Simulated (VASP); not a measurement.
# C (Fd-3m) in VASP: a series of runs, part 2 of 2

VASP 6.6.1.

## (3) Relaxation of cell and atoms, PBE

This run uses another cell than the first one, of 5.70 Å³/atom, 1.006 times its volume.

Contents of INCAR:

```
PREC = Accurate
ENCUT = 520
EDIFF = 1E-7
ISMEAR = 0
SIGMA = 0.02
LREAL = F
LASPH = T
NELM = 100
ALGO = Normal
ISIF = 3
LWAVE = F
LCHARG = F
GGA = PE
IBRION = 2
NSW = 80
EDIFFG = -0.002
KPAR = 4
```

Contents of KPOINTS:

```
regular mesh
0
Gamma
  14 14 14
```

Contents of POSCAR:

```
C                                       
1.0
   -0.0000000000      1.7867095160      1.7867095160
    1.7867095160      0.0000000000      1.7867095160
    1.7867095160      1.7867095160      0.0000000000
  C             
     2
Direct
     0.0000000000000000    0.0000000000000000    0.0000000000000000
     0.2500000000000000    0.2500000000000000    0.2500000000000000
```

Potentials or basis: VASP PAW PBE potentials, release 64 (C).

Run with:

```console
> cat potpaw_PBE.64/C/POTCAR > POTCAR
> mpirun -np 4 vasp_std > vasp.out
```

OUTCAR:

```text
PREC = Accurate
   ENCUT = 520
   EDIFF = 1E-7
   ISMEAR = 0
   LREAL = F
   LASPH = T
   NELM = 100
   ISIF = 3
   GGA = PE
   IBRION = 2
   NSW = 80
   EDIFFG = -0.002

 ion  position               nearest neighbor table
   1  0.000  0.000  0.000-   2 1.55   2 1.55   2 1.55   2 1.55
   2  0.250  0.250  0.250-   1 1.55   1 1.55   1 1.55   1 1.55

  LATTYP: Found a face centered cubic cell.
 ALAT       =     3.5734190320

  Lattice vectors:

 A1 = (   0.0000000000,   1.7867095160,   1.7867095160)
 A2 = (   1.7867095160,   0.0000000000,   1.7867095160)
 A3 = (   1.7867095160,   1.7867095160,   0.0000000000)

Analysis of symmetry for initial positions (statically):
=====================================================================
 Subroutine PRICEL returns:
 Original cell was already a primitive cell.

 Routine SETGRP: Setting up the symmetry group for a
 face centered cubic supercell.

 Subroutine GETGRP returns: Found 48 space group operations
 (whereof 24 operations were pure point group operations)
 out of a pool of 48 trial point group operations.

The static configuration has the point symmetry T_d .
 The point group associated with its full space group is O_h .

Analysis of symmetry for dynamics (positions and initial velocities):
=====================================================================
 Subroutine PRICEL returns:
 Original cell was already a primitive cell.

 Routine SETGRP: Setting up the symmetry group for a
 face centered cubic supercell.

 Subroutine GETGRP returns: Found 48 space group operations
 (whereof 24 operations were pure point group operations)
 out of a pool of 48 trial point group operations.

The dynamic configuration has the point symmetry T_d .
 The point group associated with its full space group is O_h .

 Subroutine INISYM returns: Found 48 space group operations
 (whereof 24 operations are pure point group operations),
 and found     1 'primitive' translations

----------------------------------------------------------------------------------------

                                     Primitive cell

  volume of cell :      11.4075

  direct lattice vectors                    reciprocal lattice vectors
     0.000000000  1.786709516  1.786709516    -0.279844035  0.279844035  0.279844035
     1.786709516  0.000000000  1.786709516     0.279844035 -0.279844035  0.279844035
     1.786709516  1.786709516  0.000000000     0.279844035  0.279844035 -0.279844035

  length of vectors
     2.526788830  2.526788830  2.526788830     0.484704086  0.484704086  0.484704086

  position of ions in fractional coordinates (direct lattice)
     0.000000000  0.000000000  0.000000000
     0.250000000  0.250000000  0.250000000

  ion indices of the primitive-cell ions
   primitive index   ion index
                 1           1
                 2           2

----------------------------------------------------------------------------------------

 KPOINTS: regular mesh

Automatic generation of k-mesh.
 Grid dimensions read from file:
 generate k-points for:   14   14   14
[... 23 lines left out ...]
  0.142857  0.000000  0.000000      8.000000
  0.214286  0.000000  0.000000      8.000000
  0.285714  0.000000  0.000000      8.000000
  0.357143  0.000000  0.000000      8.000000
[... 16 lines left out ...]
  0.214286  0.142857  0.000000     24.000000
  0.285714  0.142857  0.000000     24.000000
 [... further k-points ...]
   k-points           NKPTS =    104   k-points in BZ     NKDIM =    104   number of bands    NBANDS=      8
   number of dos      NEDOS =    301   number of ions     NIONS =      2
   total plane-waves  NPLWV =   8000
   dimension x,y,z NGX =    20 NGY =   20 NGZ =   20
   dimension x,y,z NGXF=    40 NGYF=   40 NGZF=   40
   ions per type =               2
   NGX,Y,Z   is equivalent  to a cutoff of  13.16, 13.16, 13.16 a.u.
   NGXF,Y,Z  is equivalent  to a cutoff of  26.32, 26.32, 26.32 a.u.
 SYSTEM =  unknown system
   PREC   = accura    normal or accurate (medium, high low for compatibility)
   ISTART =      0    job   : 0-new  1-cont  2-samecut
   ICHARG =      2    charge: 1-file 2-atom 10-const
   ISPIN  =      1    spin polarized calculation?
   LNONCOLLINEAR =      F non collinear calculations
   LSORBIT =      F    spin-orbit coupling
   LASPH  =      T    aspherical Exc in radial PAW
   ENCUT  =  520.0 eV  38.22 Ry    6.18 a.u.   4.70  4.70  4.70*2*pi/ulx,y,z
   NELM   =    100;   NELMIN=  2; NELMDL= -5     # of ELM steps
   EDIFF  = 0.1E-06   stopping-criterion for ELM
   LREAL  =      F    real-space projection
   EDIFFG = -.2E-02   stopping-criterion for IOM
   NSW    =     80    number of steps for IOM
   IBRION =      2    ionic relax: 0-MD 1-quasi-New 2-CG
   NFREE  =      1    steps in history (QN), initial steepest desc. (CG)
   ISIF   =      3    stress and relaxation
   ISYM   =      2    0-nonsym 1-usesym 2-fastsym
   POTIM  = 0.5000    time-step for ionic-motion
   TEBEG  =    0.0;   TEEND  =   0.0 temperature during run
   PSTRESS=    0.0 pullay stress
   NELECT =       8.0000    total number of electrons
   NUPDOWN=      -1.0000    fix difference up-down
   EMIN   =  10.00;   EMAX   =-10.00  energy-range for DOS
   EFERMI =   0.00;   METHOD = LEGACY
   ISMEAR =     0;   SIGMA  =   0.02  broadening in eV -4-tet -1-fermi 0-gaus
   EFERMI_NEDOS =   21; number of points for ismear=-14 and -15
   IALGO  =     38    algorithm
   IMIX   =      4    mixing-type and parameters
     AMIX     =   0.40;   BMIX     =  1.00
     AMIX_MAG =   1.60;   BMIX_MAG =  1.00
  volume/ion in A,a.u.               =       5.70        38.49
  Fermi-wavevector in a.u.,A,eV,Ry     =   1.454479  2.748567 28.783261  2.115510
  Thomas-Fermi vector in A             =   2.571625
   LORBIT       =      0    0 simple, 1 ext, 2 COOP (PROOUT), +10 PAW based schemes
   GGA     = PE    functional components
   LHFCALC =     F    Hartree Fock is set to
   AEXX    =    0.0000 exact exchange contribution
   IVDW    =     0    specifies the selected vdW correction
   LEPSILON=     F    determine dielectric tensor
   LRPA    =     F    only Hartree local field effects (RPA)
 conjugate gradient relaxation of ions
 non-spin polarized calculation
 Gauss-broadening in eV      SIGMA  =   0.02
  energy-cutoff  :      520.00
  volume of cell :       11.41
 maximum number of plane-waves:       331
   NGX =  9   NGY =  9   NGZ =  9

 number of electron       7.9999999 magnetization

 Free energy of the ion-electron system (eV)
  ---------------------------------------------------
  ext. energy  EPLUGINS =         0.00000000
  ---------------------------------------------------
  free energy    TOTEN  =       -18.18583713 eV

  energy without entropy =      -18.18583713  energy(sigma->0) =      -18.18583713

 E-fermi :   9.8348     XC(G=0): -13.2227

 val. band max:        9.6488733463   @ k =   0.0000   0.0000   0.0000
 cond. band min:      13.7659322375   @ k =   0.3571   0.3571   0.0000
 fundamental gap:      4.1170588911
 Fermi energy:         9.8348422451

 k-point     1 :       0.0000    0.0000    0.0000
  band No.  band energies     occupation
      1     -11.7530      2.00000
      2       9.6489      2.00000
      3       9.6489      2.00000
      4       9.6489      2.00000
      5      15.2235      0.00000
      6      15.2235      0.00000
      7      15.2235      0.00000
      8      22.8525      0.00000
[... 243 lines left out ...]
 k-point    24 :       0.2857    0.1429    0.0000
  band No.  band energies     occupation
      1      -9.7091      2.00000
      2       3.6532      2.00000
      3       6.3505      2.00000
      4       7.0623      2.00000
      5      15.5451      0.00000
      6      19.5693      0.00000
      7      19.6807      0.00000
      8      21.9823      0.00000

 [... further k-points ...]

------------------------ aborting loop because EDIFF is reached ----------------------------------------

  FORCE on cell =-STRESS in cart. coord.  units (eV):
  Direction    XX          YY          ZZ          XY          YZ          ZX
  --------------------------------------------------------------------------------------
  -------------------------------------------------------------------------------------
  Total       -0.0003651     -0.0003651     -0.0003651      0.0000000      0.0000000     -0.0000000
  in kB       -0.0512845     -0.0512845     -0.0512845      0.0000000      0.0000000     -0.0000000
  external PRESSURE =      -0.0512845 kB  Pullay stress =       0.0000000 kB

 VOLUME and BASIS-vectors are now :
 -----------------------------------------------------------------------------
  energy-cutoff  :      520.00
  volume of cell :       11.41
      direct lattice vectors                 reciprocal lattice vectors
     0.000000000  1.786709516  1.786709516    -0.279844035  0.279844035  0.279844035
     1.786709516  0.000000000  1.786709516     0.279844035 -0.279844035  0.279844035
     1.786709516  1.786709516  0.000000000     0.279844035  0.279844035 -0.279844035

 POSITION                                       TOTAL-FORCE (eV/Angst)
 -----------------------------------------------------------------------------------
      0.00000      0.00000      0.00000        -0.000000     -0.000000     -0.000000
      0.89335      0.89335      0.89335         0.000000      0.000000      0.000000
 -----------------------------------------------------------------------------------
    total drift:                                0.000000      0.000000      0.000000

  FREE ENERGIE OF THE ION-ELECTRON SYSTEM (eV)
  ---------------------------------------------------
  free  energy   TOTEN  =       -18.1858371288 eV

  energy  without entropy=      -18.1858371288  energy(sigma->0) =      -18.18583713

 reached required accuracy - stopping structural energy minimisation
```

CONTCAR:

```text
C
   1.00000000000000
     0.0000000000000000    1.7867095159999999    1.7867095159999999
     1.7867095159999999    0.0000000000000000    1.7867095159999999
     1.7867095159999999    1.7867095159999999    0.0000000000000000
  C
     2
Direct
     0.0000000000000000    0.0000000000000000    0.0000000000000000
     0.2500000000000000    0.2500000000000000    0.2500000000000000

  0.00000000E+00  0.00000000E+00  0.00000000E+00
  0.00000000E+00  0.00000000E+00  0.00000000E+00
```

Run time: 3.7 s. Hardware: 4 MPI ranks of Intel Xeon Platinum 8259CL at 2.50GHz (Skylake/Cascade Lake), shared host; peak memory 0.11 GiB.

What came out:

```yaml
Free_energy: -18.1858 eV
Pressure_after_relaxing: 0.0 GPa
Band_gap_on_the_k_mesh: 4.12 eV, indirect (least direct gap 5.57 eV)
```

Final structure:
```yaml
crystal:
  lattice:
    - [0.00000, 1.78671, 1.78671]
    - [1.78671, 0.00000, 1.78671]
    - [1.78671, 1.78671, 0.00000]
  atoms:
    - { symbol: C, position: [0.00000, 0.00000, 0.00000] }
    - { symbol: C, position: [0.25000, 0.25000, 0.25000] }
```

Caveat: the relaxation stopped at its first step, so nothing moved. A k mesh can miss the band edges.
